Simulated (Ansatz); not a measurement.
By PBEsol, the system below comes out a metal.

Consider the following.

```
CELL_PARAMETERS angstrom
      4.48250     0.00000     0.00000
      0.00000     4.48250     0.00000
      0.00000     0.00000     3.11134
ATOMIC_POSITIONS crystal
  Ru 0.50000 0.50000 0.50000
  Ru 0.00000 0.00000 0.00000
  O  0.19456 0.80544 0.50000
  O  0.80544 0.19456 0.50000
  O  0.69456 0.69456 0.00000
  O  0.30544 0.30544 0.00000
```

The cell is taken as given; by PBEsol it stands under a pressure of -4.0 GPa.

The current flows along the normal of the first two printed cell vectors, the (001) plane of the conventional cell. No spin-orbit coupling; the value is a mean over 0.1 eV about the Fermi level.

Problem. Compute, with Ansatz (a first-principles code) with PBEsol, the ballistic conductance per area.

Solution. 0.61 × 10¹⁵ S/m² for both spins.
